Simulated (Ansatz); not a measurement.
## Molecular dynamics of MgO

Input file:

```yaml
crystal:
  lattice:
    - [0.0, 3.895, 3.895]
    - [3.895, 0.0, 3.895]
    - [3.895, 3.895, 0.0]
  atoms:
    - { symbol: Mg, position: [0.00586962, 0.03404793, -0.03309293] }
    - { symbol: O, position: [0.24970711, 0.24013806, 0.26614829] }
    - { symbol: Mg, position: [-0.01312608, 0.00208757, 0.49716073] }
    - { symbol: O, position: [0.25089699, 0.2255729, 0.76729095] }
    - { symbol: Mg, position: [9.722e-05, 0.51495297, 0.00028495] }
    - { symbol: O, position: [0.23468842, 0.77002307, 0.24834036] }
    - { symbol: Mg, position: [0.00632817, 0.50168167, 0.49197324] }
    - { symbol: O, position: [0.24319428, 0.76200708, 0.73066225] }
    - { symbol: Mg, position: [0.52291902, -0.01063479, 0.02377924] }
    - { symbol: O, position: [0.73155342, 0.24865742, 0.26085131] }
    - { symbol: Mg, position: [0.51671547, -0.03297037, 0.49258258] }
    - { symbol: O, position: [0.73256108, 0.27914099, 0.76329678] }
    - { symbol: Mg, position: [0.51162875, 0.48961038, 0.01131103] }
    - { symbol: O, position: [0.77233145, 0.74186072, 0.23003298] }
    - { symbol: Mg, position: [0.47763606, 0.49214688, 0.50060336] }
    - { symbol: O, position: [0.74242718, 0.74639029, 0.75676876] }
basis:
  ecutwfc: 420.0
kpoints:
  mp_grid: { grid: [2, 2, 2] }
hamiltonian:
  xc: lda
scf:
  occupations: { method: fermi_dirac, width: 0.05 }
  lower_state_search: "off"
  convergence: { dr2_threshold: 0.01 }
  max_iter: 87
md:
  timestep: 1
  n_steps: 200
  ensemble: nvt_langevin
  temperature: 1560.0
  initial_velocities: maxwell_boltzmann
  seed: 134124
  friction: 0.02
```

Launched with:

```bash
$ ansatz run input.yaml --threads 1 --pin off --max-ram 3072MiB --backend cpu --events-out ev --progress --plain --runs-dir out
```

It goes on from the last frame of an earlier run, with new velocities.

Output, in part (step lines):

```
md step     0: t =     0.00 fs  T =  1462.5 K  F+E_penalty+E_count = -19674.87351215 eV  E_kin = 3.024684 eV  (6 SCF iters)
md step     1: t =     1.00 fs  T =  1445.6 K  F+E_penalty+E_count = -19674.92609630 eV  E_kin = 2.989766 eV  (2 SCF iters)
md step     2: t =     2.00 fs  T =  1358.9 K  F+E_penalty+E_count = -19674.95551096 eV  E_kin = 2.810501 eV  (2 SCF iters)
md step     3: t =     3.00 fs  T =  1347.3 K  F+E_penalty+E_count = -19674.97731124 eV  E_kin = 2.786356 eV  (2 SCF iters)
md step     4: t =     4.00 fs  T =  1405.5 K  F+E_penalty+E_count = -19674.98500577 eV  E_kin = 2.906867 eV  (2 SCF iters)
md step     5: t =     5.00 fs  T =  1378.7 K  F+E_penalty+E_count = -19674.95665653 eV  E_kin = 2.851330 eV  (2 SCF iters)
md step     6: t =     6.00 fs  T =  1247.2 K  F+E_penalty+E_count = -19674.88657057 eV  E_kin = 2.579328 eV  (2 SCF iters)
md step     7: t =     7.00 fs  T =  1182.5 K  F+E_penalty+E_count = -19674.79062870 eV  E_kin = 2.445650 eV  (2 SCF iters)
[... lines left out ...]
md step   198: t =   198.00 fs  T =  2077.7 K  F+E_penalty+E_count = -19674.98149667 eV  E_kin = 4.297014 eV  (2 SCF iters)
md step   199: t =   199.00 fs  T =  1898.2 K  F+E_penalty+E_count = -19674.77473944 eV  E_kin = 3.925878 eV  (2 SCF iters)
md step   200: t =   200.00 fs  T =  1576.7 K  F+E_penalty+E_count = -19674.56228633 eV  E_kin = 3.260945 eV  (2 SCF iters)
```

The steps, from the saved trajectory:

| time (fs) | T (K) | potential energy less start (eV) |
| --- | --- | --- |
| 0.0 | 1462 | 0.000 |
| 6.0 | 1247 | -0.013 |
| 12.0 | 847 | 0.710 |
| 18.0 | 804 | 0.754 |
| 24.0 | 1345 | 0.010 |
| 30.0 | 1597 | 0.043 |
| 36.0 | 1692 | 0.590 |
| 42.0 | 1656 | 0.556 |
| 48.0 | 1460 | 0.905 |
| 54.0 | 1286 | 1.494 |
| 60.0 | 1524 | 1.391 |
| 66.0 | 1711 | 1.109 |
| 72.0 | 1584 | 1.296 |
| 78.0 | 1555 | 2.030 |
| 84.0 | 1122 | 2.338 |
| 90.0 | 1331 | 1.739 |
| 96.0 | 1999 | 0.733 |
| 102.0 | 2028 | 0.260 |
| 108.0 | 1725 | 0.489 |
| 114.0 | 1319 | 0.801 |
| 120.0 | 1385 | 0.635 |
| 126.0 | 1203 | 1.203 |
| 132.0 | 1689 | 0.945 |
| 138.0 | 1869 | 0.854 |
| 144.0 | 1628 | 1.363 |
| 150.0 | 1757 | 0.739 |
| 156.0 | 1637 | 0.232 |
| 162.0 | 1152 | 1.200 |
| 168.0 | 952 | 1.616 |
| 174.0 | 1475 | 1.199 |
| 180.0 | 1443 | 1.296 |
| 186.0 | 1567 | 0.837 |
| 192.0 | 1621 | -0.170 |
| 198.0 | 2078 | -0.108 |

The run went to its last step. A run of 0.2 ps of so small a system gives no equilibrium averages. The SCF threshold is loose, so the forces are noisy. Limits of this set-up: coarse k mesh.

Mean squared displacements from the first frame to the last, about the centre of mass: Mg 0.03 Å², O 0.02 Å².

Last frame:

```xyz
16
Lattice="0.0000 3.8950 3.8950 3.8950 0.0000 3.8950 3.8950 3.8950 0.0000" Properties=species:S:1:pos:R:3
Mg -0.087 0.108 -0.074
O 1.884 2.181 2.055
Mg 1.872 2.001 0.037
O 3.794 4.019 1.942
Mg 1.885 0.113 2.187
O 3.786 1.961 3.912
Mg 3.805 2.109 1.944
O 5.808 4.072 4.015
Mg 0.081 2.061 1.877
O 1.965 4.019 4.003
Mg 1.872 4.157 1.955
O 3.947 6.026 3.790
Mg 1.883 2.199 3.952
O 3.794 4.010 6.023
Mg 3.852 4.063 3.840
O 5.801 5.967 5.826
```

The run took 5.2 min on 1 thread of Arm Neoverse V1 (shared host), peak memory 0.39 GiB.
